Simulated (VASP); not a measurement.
# PbS (rocksalt): one PBE single-point calculation in two programs

```
Pb S
1.0
     0.00000    2.98723    2.98723
     2.98723    0.00000    2.98723
     2.98723    2.98723    0.00000
Pb S
1 1
Cartesian
  0.0000 0.0000 0.0000
  2.9872 2.9872 2.9872
```

Each program uses its own PAW datasets. VASP's cell holds 20 valence electrons and Ansatz's 20. Ansatz's stress includes a Pulay correction; VASP's doesn't.

Cutoffs: 520 eV in VASP, 420 eV in Ansatz. k meshes: 8×8×8 and 8×8×8.

```tsv
	VASP	Ansatz
gap between bands v and c	0.44 eV	0.43 eV
least direct gap	0.44 eV	0.43 eV
pressure	0.9 GPa	0.9 GPa
```

Band v is the last that the valence electrons fill when counted band by band, and c is the next. Levels in eV from the top of v, Ansatz:

```tsv
point	v−1	v	c	c+1
Γ	-2.05	-2.05	5.17	5.17
X	-3.29	-3.29	3.97	5.52
K	-2.80	-2.38	3.34	4.12
L	-1.68	0.00	0.43	2.02
W	-4.25	-0.96	2.22	4.67
```

VASP:

| point | v−1 | v | c | c+1 |
| --- | --- | --- | --- | --- |
| Γ | -2.04 | -2.04 | 5.17 | 5.17 |
| X | -3.28 | -3.28 | 3.98 | 5.53 |
| K | -2.79 | -2.38 | 3.35 | 4.13 |
| L | -1.67 | 0.00 | 0.44 | 2.03 |
| W | -4.24 | -0.96 | 2.23 | 4.68 |
